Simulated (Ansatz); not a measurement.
## CdO: the relaxed cell by functional

The starting cell is an entry of the Crystallography Open Database (1928):

```xyz
2
Lattice="0.0000 2.3495 2.3495 2.3495 0.0000 2.3495 2.3495 2.3495 0.0000" Properties=species:S:1:pos:R:3 pbc="T T T"
Cd    0.0000    0.0000    0.0000
O     2.3495    2.3495    2.3495
```

Atoms and cell were relaxed at zero pressure with plane-wave PAW DFT (Ansatz 0.2.0; one set of PAW datasets, made under PBE, for all functionals; 420 eV, r2SCAN 500 eV; 12×12×12 Γ-centred mesh, fermi-dirac occupations of width 0.100 eV; no spin polarisation, no spin-orbit coupling, no dispersion correction), keeping the symmetry (Fm-3m, No. 225).

Which functional gives the smallest cell, and how wide is the spread?

The relaxed conventional cells:

```json
{"functional": "LDA", "a (Å)": "4.635", "volume (Å³/atom)": "12.45", "formation energy (eV/atom)": "-1.246"}
{"functional": "PBEsol", "a (Å)": "4.691", "volume (Å³/atom)": "12.91", "formation energy (eV/atom)": "-1.069"}
{"functional": "PBE", "a (Å)": "4.769", "volume (Å³/atom)": "13.56", "formation energy (eV/atom)": "-1.007"}
{"functional": "r2SCAN", "a (Å)": "4.708", "volume (Å³/atom)": "13.05", "formation energy (eV/atom)": "-1.247"}
{"functional": "the entry", "a (Å)": "4.699", "volume (Å³/atom)": "12.97", "formation energy (eV/atom)": "–"}
```

LDA gives the smallest volume and PBE the largest, 8.9 % more, the usual order, since LDA overbinds and PBE's gradient terms loosen the lattice. Against the entry's volume: LDA -4.0 %, PBEsol -0.5 %, PBE +4.5 %, r2SCAN +0.6 %. No verdict is drawn from this: the entry is old or was flagged in a check, so the entry may be off as well as the functionals. The formation energies span 0.24 eV an atom.

Caveats: each relaxation keeps the start's symmetry, so a distorted cell may lie lower; computed cells are at 0 K with fixed nuclei, while the entry holds thermal expansion, often some tenths of a per cent in volume and more in soft crystals; an old entry, and the compound itself may be in doubt; formation energies are at zero smearing against the elements' usual phases under the same functional, gases as free molecules, uncorrected.
